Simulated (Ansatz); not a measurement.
# W/SiC/TaN: conductance against the thickness of the layer, part 3 of 7

Aim: the conductance of W/SiC/TaN junctions as the barrier thickens. The lower electrode is W bcc(001), the upper one TaN rock salt(001); the barrier is SiC zinc blende(001) (C and C faces). In the first transport cell, after relaxation, the nearest pair of electrode and barrier is W–C at 2.39 Å, at a slant, at the lower face and Ta–C at 2.19 Å, at a slant, at the upper one. All share a net of side 3.134 Å, which strains the lower electrode by -1.1 %, the upper one by +0.3 % and the barrier by +1.2 %, against typed lattice constants near PBE's. The first steps treat the bulk electrodes alone.

Ansatz 0.2.0; PBE DFT, plane waves, PAW files (the session's first sound run).

So far. Step 4 (Relaxing the interfaces): The largest force component on a free atom ends at 0.014 eV/Å. At one or more of this run's solves the program warned of density in the dipole ramp over its bound, where dipole, forces and levels can be off.

### 5. T(E) of the junction

This step: PBE DFT, plane waves, PAW files; ballistic transmission by layer matching between semi-infinite leads (Ansatz 0.2.0).

System of this step: W/SiC/TaN. The cell holds 44 atoms: 11 W, 5 C, 4 Si, 12 N and 12 Ta. Its edges and angles: a = 3.134 Å, b = 3.134 Å, c = 66.055 Å, α = 90.0°, β = 90.0°, γ = 90.0°. Regions: left electrode, 11 atoms (11 W); barrier, 9 atoms (5 C and 4 Si); right electrode, 24 atoms (12 N and 12 Ta). Vacuum lies along c.

The relaxed core is set between ideal electrode layers (this cell holds 9 atomic planes between the electrodes; where that differs from the relaxed slab, whole periods were copied in or cut out without a new relaxation), which the solver continues as semi-infinite leads. A wide energy window on a coarse mesh (12×12) shows where the Fermi level lies against the barrier's bands; the projected density of states shows how far the metals' states reach in.

input.yaml reads:

```yaml
crystal:
  lattice:
    - [3.134, 0.0, 0.0]
    - [0.0, 3.134, 0.0]
    - [0.0, 0.0, 66.0546872111]
  atoms:
    - { symbol: W, position: [0.0, 0.0, 0.1059727976] }
    - { symbol: W, position: [0.5, 0.5, 0.1303813212] }
    - { symbol: W, position: [0.0, 0.0, 0.1547898448] }
    - { symbol: W, position: [0.5, 0.5, 0.1791983684] }
    - { symbol: W, position: [0.0, 0.0, 0.203606892] }
    - { symbol: W, position: [0.5, 0.5, 0.2280154156] }
    - { symbol: W, position: [0.0, 0.0, 0.2524239392] }
    - { symbol: W, position: [0.5, 0.5, 0.2768324628] }
    - { symbol: W, position: [0.0, 0.0, 0.3012409864] }
    - { symbol: W, position: [0.5, 0.5, 0.32564951] }
    - { symbol: W, position: [0.0, 0.0, 0.3500262545] }
    - { symbol: C, position: [0.5, 0.5, 0.3636139682] }
    - { symbol: Si, position: [0.5, 0.0, 0.3827561486] }
    - { symbol: C, position: [0.0, 0.0, 0.3993559508] }
    - { symbol: Si, position: [0.0, 0.5, 0.4161851749] }
    - { symbol: C, position: [0.5, 0.5, 0.4321003312] }
    - { symbol: Si, position: [0.5, 0.0, 0.4489346373] }
    - { symbol: C, position: [0.0, 0.0, 0.4649432052] }
    - { symbol: Si, position: [0.0, 0.5, 0.4818782033] }
    - { symbol: C, position: [0.5, 0.5, 0.497497593] }
    - { symbol: "N", position: [0.0, 0.5, 0.5295177768] }
    - { symbol: Ta, position: [0.5, 0.0, 0.5205781448] }
    - { symbol: "N", position: [0.5, 0.0, 0.5599076427] }
    - { symbol: Ta, position: [0.0, 0.5, 0.5599076427] }
    - { symbol: "N", position: [0.0, 0.5, 0.5933195987] }
    - { symbol: Ta, position: [0.5, 0.0, 0.5933195987] }
    - { symbol: "N", position: [0.5, 0.0, 0.6267315546] }
    - { symbol: Ta, position: [0.0, 0.5, 0.6267315546] }
    - { symbol: "N", position: [0.0, 0.5, 0.6601435106] }
    - { symbol: Ta, position: [0.5, 0.0, 0.6601435106] }
    - { symbol: "N", position: [0.5, 0.0, 0.6935554666] }
    - { symbol: Ta, position: [0.0, 0.5, 0.6935554666] }
    - { symbol: "N", position: [0.0, 0.5, 0.7269674225] }
    - { symbol: Ta, position: [0.5, 0.0, 0.7269674225] }
    - { symbol: "N", position: [0.5, 0.0, 0.7603793785] }
    - { symbol: Ta, position: [0.0, 0.5, 0.7603793785] }
    - { symbol: "N", position: [0.0, 0.5, 0.7937913345] }
    - { symbol: Ta, position: [0.5, 0.0, 0.7937913345] }
    - { symbol: "N", position: [0.5, 0.0, 0.8272032904] }
    - { symbol: Ta, position: [0.0, 0.5, 0.8272032904] }
    - { symbol: "N", position: [0.0, 0.5, 0.8606152464] }
    - { symbol: Ta, position: [0.5, 0.0, 0.8606152464] }
    - { symbol: "N", position: [0.5, 0.0, 0.8940272024] }
    - { symbol: Ta, position: [0.0, 0.5, 0.8940272024] }
kpoints:
  mp_grid: { grid: [10, 10, 1] }
scf:
  occupations: { method: fermi_dirac, width: 0.1 }
  max_iter: 150
hamiltonian:
  xc: pbe
output:
  transmission:
    kmesh: [12, 12]
    e_range: [-3, 3]
    de: 0.1
    leads: [[4, 5], [32, 34]]
  dos: { projected: true, e_range: [-6, 5], de: 0.05 }
  write_potential: true
  write_density: true
  volumetric_format: npy
  elf: true
```

Command:

```
ansatz run input.yaml --threads 4 --pin off --max-ram 12288MiB --backend cpu --events-out ev --progress --plain --runs-dir out
```

Numbers of over 12 decimals in the logs are rounded to 6 here.

The program printed:

```text
[...]
Crystal: 44 atoms, lattice volume = 648.786 Å³
Basis set: ecut = 420 eV, 12797 PW (Γ)
Bands: 247, of which v1, the nominal top of the filled ones, is band 203 counted from 1 (202 counted from 0)
Symmetry: 4 space group operations
[...]
k-points: 36 of 100
[...]
SCF iter   1: F=—  HF=-241841.523627 eV  |F-HF|=—  |Δ(HF+E_count)|=         —  Δρ=9.88e-3  dr2=4.58e1  ethr=1.77e-3  ⟨swp⟩=8.6  Hψ=43453  notcnv=0
[...]
SCF iter  10: F=-241841.141900 eV  HF=-241841.141900 eV  |F-HF|=6.40e-8  |Δ(HF+E_count)|=   2.15e-9  Δρ=1.43e-6  dr2=8.01e-8  ethr=2.46e-11  ⟨swp⟩=11.7  Hψ=27194  notcnv=0
SCF 1 converged in 10 iterations: F = -241841.141900 eV  dr2 = 8.01e-8
[...]
transmission: 348 of 3479 steps passed
transmission: 697 of 3479 steps passed
[...]
transmission: 3479 of 3479 steps passed
WARN: The output density's exchange-correlation potential varies sharply where the density is thin. Do not read a vacuum level from v_tot or v_xc, or from such a field of the output density. On a cell that repeats whose density bears no net charge and no dipole along the vacuum's axis use v_es (v_loc + v_h of the components); under efield.dipole_correction with no amplitude use v_es + v_field, which holds any externa [...]
SCF converged after 10 iterations
Free energy (F): -241841.141900 eV
[...]
Internal energy: -241840.480148 eV  (E = F + TS)
E sigma→0 (E₀):  -241840.811024 eV
Entropy (-TS):   -0.661753 eV (-15.040 meV/atom)
Fermi energy:    15.288652 eV
[...]
--- Band table (eV; the first three rows and the last of 36) ---
  k-point 0: bands = [... 199 lower, 14.3298, 14.3633, 14.3761, 14.5844, 14.6930, 14.7191, 14.7204, 14.7292, ... 40 higher]
  k-point 1: bands = [... 199 lower, 14.1692, 14.3590, 14.4413, 14.5947, 14.6258, 14.6472, 14.6689, 14.9193, ... 40 higher]
  k-point 2: bands = [... 199 lower, 14.3156, 14.4408, 14.4777, 14.4871, 14.6207, 14.6536, 14.7039, 14.7984, ... 40 higher]
  k-point 35: bands = [... 199 lower, 15.1220, 15.1327, 15.4731, 15.7606, 15.7720, 15.8410, 16.0498, 16.0533, ... 40 higher]
--- Transmission ---
  basis      : 89 plane waves across, 71 finite elements along
  points     : 49, standing for a mesh of 12 x 12
  energies   : 61 from -3.000000 to 3.000000 eV about the Fermi level, 0.100000 eV apart; the leads are filled to 0.000000 eV, and channels, transmission and decay are at 0.000000 eV
  crystal 0  : W1, at the sites [4, 5], period 1.6123 Å, over 17.74 Å; its Hamiltonian steps by up to 57.2 meV: too much for a lead, lay more layers or, if its atoms are ordered, name the step of that order
    offset         : up to 0.0000 Å between an atom of the period and one for which it stands
    channels       : 1.319444e0 a spin
    conductance    : none, the energies end too early or step too widely for 300 K: set another output.transmission.e_range or a lower de, or, where they end at an eighth of basis.ecutwfc, a higher one
    slowest decay  : 0.0592 /Å at (0.2500, 0.2500)
  crystal 1  : N1Ta1, at the sites [32, 34], period 2.2070 Å, over 24.28 Å; its Hamiltonian steps by up to 9.1 meV
[...]
channels       : 1.944444e0 a spin
[...]
slowest decay  : 0.0104 /Å at (0.5000, 0.3333)
  junction   : crystal 0 to crystal 1, 14.95 to 46.22 Å
    transmission   : 5.548834e-3 a spin
[...]
```

Run time: 11 min. Hardware: 4 threads of Arm Neoverse V1, shared host; peak memory 7.5 GiB; 44 min of CPU time.

This step gave:

```yaml
free_energy: -241841.1419 eV
fermi_energy: 15.29 eV
level_to_which_the_leads_are_filled: 0 eV from the Fermi level
transmission_at_the_fermi_level_a_spin_zone_mean: 0.005549
channels_of_the_lower_lead: 1.319
channels_of_the_upper_lead: 1.944
potential_step_in_the_lower_lead: 57.2 meV
potential_step_in_the_upper_lead: 9.1 meV
```

One spin. Table of transmission, zone mean by energy, zero at the Fermi level:

energy (eV), transmission, zone mean and a bar:
```
    -3.00      0.034 #########
    -2.80      0.034 ##########
    -2.60      0.072 #####################
    -2.40      0.056 ################
    -2.20      0.104 ##############################
    -2.00      0.073 #####################
    -1.80      0.095 ###########################
    -1.60      0.039 ###########
    -1.30      0.019 #####
    -1.10      0.011 ###
    -0.90      0.003 #
    -0.70      0.002 
    -0.50      0.005 #
    -0.30      0.006 #
    -0.10      0.002 
     0.00      0.006 #
     0.10      0.003 
     0.30      0.006 #
     0.50      0.001 
     0.70      0.005 #
     0.90      0.002 
     1.10      0.001 
     1.30      0.007 ##
     1.60      0.007 ##
     1.80      0.007 ##
     2.00      0.011 ###
     2.20      0.017 #####
     2.40      0.043 ############
     2.60      0.074 #####################
     2.70      0.083 ########################
     2.80      0.060 #################
     3.00      0.029 ########
```

One spin. The open channels, zone mean by energy, zero at the Fermi level:

```
energy (eV)  lower lead  upper lead
      -3.00        1.97       0.576
      -2.80        1.91       0.743
      -2.70        1.69       0.799
      -2.50        2.08       0.799
      -2.40        2.16       0.910
      -2.20        2.27       0.993
      -2.00        2.66        1.08
      -1.90        3.05        1.17
      -1.70        2.44        1.33
      -1.50        2.19        1.31
      -1.40        2.08        1.39
      -1.20        1.67        1.31
      -1.10        1.48        1.47
      -0.90        1.29        1.64
      -0.70        1.10        1.64
      -0.60        1.15        1.64
      -0.40        1.12        1.78
      -0.20        1.15        1.89
      -0.10        1.24        1.92
       0.00        1.32        1.94
       0.10        1.38        2.06
       0.20        1.24        1.85
       0.40        1.43        1.96
       0.60        1.90        2.04
       0.70        2.04        2.12
       0.90        2.33        2.26
       1.10        2.19        2.57
       1.20        2.11        2.49
       1.40        2.56        2.60
       1.50        2.75        2.83
       1.70        2.44        3.19
       1.90        2.42        3.33
       2.00        2.36        3.05
       2.20        1.94        2.36
       2.40        1.91        2.75
       2.50        1.94        2.25
       2.70        1.96        2.17
       2.80        2.43        2.22
       3.00        2.01        2.33
```

Transmission over k1 and k2. At 0.0000 eV from the Fermi level; zeros and values more than six decades under the largest are shown at that floor.

log10 of the mean of each cell; the least values stand at a floor. Values, 12 rows by 12 columns:
```
-3.5 -7.1 -7.1 -7.1 -7.1 -3.0 -2.8 -3.0 -7.1 -7.1 -7.1 -7.1
-7.1 -7.1 -7.1 -7.1 -7.1 -2.7 -3.5 -2.7 -7.1 -7.1 -7.1 -7.1
-7.1 -7.1 -7.1 -7.1 -1.7 -2.6 -4.2 -2.6 -1.7 -7.1 -7.1 -7.1
-7.1 -7.1 -7.1 -1.8 -2.6 -1.2 -3.9 -1.2 -2.6 -1.8 -7.1 -7.1
-4.2 -3.1 -3.3 -3.7 -1.1 -2.7 -2.8 -2.7 -1.1 -3.7 -3.3 -3.1
-7.1 -2.2 -2.9 -4.7 -4.4 -3.4 -5.3 -3.4 -4.4 -4.7 -2.9 -2.2
-4.2 -3.1 -3.3 -3.7 -1.1 -2.7 -2.8 -2.7 -1.1 -3.7 -3.3 -3.1
-7.1 -7.1 -7.1 -1.8 -2.6 -1.2 -3.9 -1.2 -2.6 -1.8 -7.1 -7.1
-7.1 -7.1 -7.1 -7.1 -1.7 -2.6 -4.2 -2.6 -1.7 -7.1 -7.1 -7.1
-7.1 -7.1 -7.1 -7.1 -7.1 -2.7 -3.5 -2.7 -7.1 -7.1 -7.1 -7.1
-3.5 -7.1 -7.1 -7.1 -7.1 -3.0 -2.8 -3.0 -7.1 -7.1 -7.1 -7.1
-7.1 -2.4 -7.1 -7.1 -7.1 -3.4 -7.1 -3.4 -7.1 -7.1 -7.1 -2.4
```
Columns: k1 (b1) from -0.5 to 0.417; rows upwards: k2 (b2) from -0.5 to 0.417.

Open channels of the lower lead over k1 and k2. At 0.0000 eV from the Fermi level.

Values, 12 rows by 12 columns:
```
2.00 0.00 0.00 0.00 0.00 1.00 5.00 1.00 0.00 0.00 0.00 0.00
0.00 0.00 0.00 0.00 0.00 2.00 3.00 2.00 0.00 0.00 0.00 0.00
0.00 0.00 0.00 0.00 1.00 2.00 2.00 2.00 1.00 0.00 0.00 0.00
0.00 0.00 0.00 1.00 2.00 2.00 2.00 2.00 2.00 1.00 0.00 0.00
4.00 1.00 2.00 2.00 2.00 4.00 4.00 4.00 2.00 2.00 2.00 1.00
4.00 5.00 3.00 2.00 2.00 4.00 4.00 4.00 2.00 2.00 3.00 5.00
4.00 1.00 2.00 2.00 2.00 4.00 4.00 4.00 2.00 2.00 2.00 1.00
0.00 0.00 0.00 1.00 2.00 2.00 2.00 2.00 2.00 1.00 0.00 0.00
0.00 0.00 0.00 0.00 1.00 2.00 2.00 2.00 1.00 0.00 0.00 0.00
0.00 0.00 0.00 0.00 0.00 2.00 3.00 2.00 0.00 0.00 0.00 0.00
2.00 0.00 0.00 0.00 0.00 1.00 5.00 1.00 0.00 0.00 0.00 0.00
2.00 2.00 0.00 0.00 0.00 4.00 4.00 4.00 0.00 0.00 0.00 2.00
```
Columns: k1 (b1) from -0.5 to 0.417; rows upwards: k2 (b2) from -0.5 to 0.417.

Open channels of the upper lead over k1 and k2. At 0.0000 eV from the Fermi level.

Ten even steps from '_' (0.00) to '@' (3.00):
```
**********--@@--********
__******@@**@@**@@******
******@@**--**--**@@****
****@@**************@@**
**--**--**********--**--
__@@@@**************@@@@
**--**--**********--**--
****@@**************@@**
******@@**--**--**@@****
__******@@**@@**@@******
**********--@@--********
****__******__******__**
```
Columns: k1 (b1) from -0.5 to 0.417; rows upwards: k2 (b2) from -0.5 to 0.417.

Projected DOS an atom over height of the atomic layer and energy from the Fermi level. Layers: W W W W W W W W W W W C Si C Si C Si C Si C Ta N TaN TaN TaN TaN TaN TaN TaN TaN TaN TaN TaN; projections on atoms miss part of the total, and the computed bands can run out at the top of the range; a column is the mean of 3 neighbouring layers, the last of those left over.

Values in states/eV, 22 rows by 11 columns, each cell a mean:
```
1.43 1.02 1.09 0.74 0.12 0.05 0.35 0.62 0.98 0.96 1.02
1.31 0.83 0.98 0.71 0.10 0.03 0.22 0.46 0.64 0.65 0.76
0.96 0.85 0.86 0.72 0.11 0.04 0.21 0.40 0.59 0.60 0.70
0.65 0.57 0.66 0.59 0.07 0.03 0.31 0.36 0.48 0.47 0.57
0.78 0.46 0.50 0.56 0.10 0.03 0.37 0.34 0.43 0.42 0.53
0.97 0.37 0.42 0.70 0.17 0.05 0.36 0.29 0.42 0.40 0.54
1.20 0.40 0.35 0.49 0.09 0.05 0.21 0.27 0.35 0.38 0.42
0.68 0.42 0.39 0.48 0.07 0.07 0.12 0.24 0.33 0.33 0.35
0.72 0.56 0.45 0.29 0.06 0.19 0.28 0.25 0.37 0.36 0.37
1.08 1.08 0.86 0.42 0.09 0.38 0.47 0.20 0.25 0.27 0.23
1.28 1.52 1.32 0.58 0.15 0.64 0.73 0.26 0.27 0.24 0.26
1.30 1.27 1.44 0.75 0.20 0.63 0.68 0.23 0.22 0.24 0.20
1.31 1.15 1.22 0.73 0.30 0.57 0.62 0.25 0.19 0.19 0.19
1.28 1.53 1.47 0.85 0.36 0.52 0.45 0.23 0.13 0.13 0.10
0.95 1.43 1.52 0.99 0.43 0.59 0.41 0.25 0.16 0.15 0.13
0.66 0.67 0.85 0.95 0.43 0.60 0.27 0.30 0.06 0.06 0.06
1.21 0.47 0.55 0.71 0.41 0.53 0.29 0.31 0.09 0.08 0.10
0.71 0.93 0.84 0.73 0.51 0.51 0.34 0.49 0.08 0.07 0.16
0.73 0.96 0.91 0.70 0.41 0.42 0.36 0.55 0.19 0.19 0.41
0.70 0.96 0.95 0.76 0.38 0.41 0.43 0.63 0.27 0.28 0.55
0.54 0.66 0.74 0.55 0.33 0.35 0.40 0.62 0.39 0.38 0.68
0.46 0.78 0.69 0.53 0.37 0.29 0.34 0.70 0.57 0.59 0.71
```
Columns: height of the atomic layer (Å) from 8.61 to 56.9 (not evenly spaced); rows upwards: energy from the Fermi level (eV) from -6 to 1.85.

ELF in the ca plane at fractional y = 0.000, with atoms of W and Si and C and Ta and N within 0.2 Å of it. It is the smooth field of the valence electrons, not physical close to the nuclei.

Ten even steps from '0' (0.02) to '9' (0.92), each cell a mean:
```
47630002688347620012221100123322211111222322
76310013699876300111254101257753124431256753
52000132269852000112677621588784167773378785
10000232223420000113612731683275273163384276
31000231136631000113745731685585275473386586
64100122489974100111577411478874147752268874
67520012699767510111121100135432112211234432
27731002586037730012322110122222221121122222
```
Columns run along c (16.0 Å, from fractional 0.40 to 0.65 of the cell), rows up along a (3.1 Å). Atoms in or near the plane, at fractional coordinates: Si at (0.45, 0.50), C at (0.46, 0.00), Ta at (0.52, 0.50), N at (0.56, 0.50), Ta at (0.59, 0.50), N at (0.63, 0.50).

Valence density in the ca plane at fractional y = 0.000, with atoms of W and Si and C and Ta and N within 0.2 Å of it. It is the smooth field of the valence electrons, not physical close to the nuclei.

Ten even steps from '0' (0.1 e/Å³) to '9' (4.3 e/Å³), each cell a mean:
```
13331000000013331000000000000000000000000000
12210000000012210000000121000001100012210001
11000000000011000000002697300024410158841124
00000000000000000000003989610158731288972147
00000000000000000000003899500147621279961136
11100000000011100000001354100012210135520012
12321000000012321000000000000000000000000000
13432000000013431000000000000000000000000000
```
Columns run along c (16.0 Å, from fractional 0.39 to 0.63 of the cell), rows up along a (3.1 Å). Atoms in or near the plane, at fractional coordinates: C at (0.40, 0.00), Si at (0.45, 0.50), C at (0.46, 0.00), Ta at (0.52, 0.50), N at (0.56, 0.50), Ta at (0.59, 0.50), N at (0.63, 0.50).

Electrostatic potential energy in the ca plane at fractional y = 0.000, with atoms of W and Si and C and Ta and N within 0.2 Å of it. With pseudopotentials it is smooth inside the atoms' cores, unlike the true potential.

Ten even steps from '0' (-57 eV) to '9' (19 eV), each cell a mean:
```
84138999999984148999999988999999999998899999
88789999998788789999998766799999999876678999
47999999974347999999986312589974588741257874
15899999962015899999985100479840168620036850
26899999973126899999985201479951278630037862
68899999986568899999997545689987799764468987
86468999999886469999999878899999999987789999
82027999999982028999999999999999999999999999
```
Columns run along c (16.0 Å, from fractional 0.39 to 0.63 of the cell; values clipped at the 3rd and 97th percentile), rows up along a (3.1 Å). Atoms in or near the plane, at fractional coordinates: C at (0.40, 0.00), Si at (0.45, 0.50), C at (0.46, 0.00), Ta at (0.52, 0.50), N at (0.56, 0.50), Ta at (0.59, 0.50), N at (0.63, 0.50).

At the Fermi level the transmission is 0.0055, as a zone mean for one spin on this coarse mesh. At the Fermi level the layers of this cell's barrier hold from 0.017 to 0.27 states an eV and atom. In the worse lead the potential repeats within 57 meV, which the program flags as too much for a lead, so G carries that doubt.

(Continued in part 4 of 7.)

[Logs are printed without paths, hosts, clocks, repeated set-up lines and the standing remarks that a program may print on its own settings, such as how far it seeks lower states.]

[Hosts, paths, dates, database ids (printed as entryN), source tags and the programs' standing remarks are cut or masked in the printed files.]
